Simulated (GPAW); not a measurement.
HfC: equation of state with PBEsol+D4

Crystal: HfC.

```xyz
2
Lattice="3.2880 0.0000 0.0000 1.6440 2.8475 0.0000 1.6440 0.9492 2.6847" Properties=species:S:1:pos:R:3 pbc="T T T"
Hf    3.2880    1.8984    1.3423
C     0.0000    0.0000    0.0000
```

```
Program             : GPAW 26.7.0
Task                : equation of state
Functional          : PBEsol
Dispersion          : D4
Potentials or basis : PAW data sets generated in the run's folder for this functional
Cutoff              : 800 eV
Basis               : pw
k mesh              : 8 × 8 × 8
Occupations         : fermi-dirac, width 0.05 eV
Spin                : no spin polarisation
```

```yaml
Equilibrium_volume: 12.21 Å³/atom
Bulk_modulus: 257 GPa
Pressure_derivative_of_the_bulk_modulus: 4.1
```

Energy against volume, from the lowest point:
```tsv
volume (Å³/atom)	energy (meV/atom)
11.814	9.95
12.065	0.57
12.317	0.00
12.568	7.40
12.819	21.97
13.071	42.99
13.322	69.85
```

Run time: 99 s on 1 thread of Arm Neoverse V2, on a shared host, peak memory 0.26 GiB.

The run has no spin-orbit coupling, so splittings on Hf are missing.
